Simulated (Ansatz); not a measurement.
## HfB: distorted cells

Computed with Ansatz, DFT PBE, scalar-relativistic, plane waves, PAW.

Plane waves to 420 eV, a k mesh through Γ of 16×16×16 on the computed 2-atom cell and Gaussian smearing (0.10 eV); no spin polarisation.

Reference cell:

```
CELL_PARAMETERS angstrom
0.00000 2.31000 2.31000
2.31000 0.00000 2.31000
2.31000 2.31000 0.00000
ATOMIC_POSITIONS crystal
Hf 0.50000 0.50000 0.50000
B 0.00000 0.00000 0.00000
```

Each variant moves atoms of this cell by the vectors given, if any (Å), and then applies a symmetric strain (tensor components, Cartesian axes). The reference cell isn't relaxed at this level. Energies are per atom at zero smearing, counted from the lowest variant. Pressure is positive in compression.

1. strain (xx yy zz yz xz xy, %) 2.52 2.52 2.52 0.00 0.00 0.00
2. strain (xx yy zz yz xz xy, %) -2.17 -2.17 -2.17 0.00 0.00 0.00
3. strain (xx yy zz yz xz xy, %) 4.25 4.25 4.25 0.00 0.00 0.00

| variant | ΔE (meV/atom) | P (GPa) | largest force (eV/Å) | gap on mesh (eV) | space group |
| --- | --- | --- | --- | --- | --- |
| 1 | ? | ? | ? | ? | ? |
| 2 | 341.8 | 50.08 | 0.00 | 0 | Fm-3m |
| 3 | 0.0 | 1.85 | 0.00 | 0 | Fm-3m |

**Question.** Give the withheld rows.

**Answer.**
```
variant  ΔE (meV/atom) P (GPa) largest force (eV/Å) gap on mesh (eV) space group
      1           28.1    11.65                  0.00                 0        Fm-3m
```

Spin-orbit coupling is left out, which matters for the bands of heavy elements.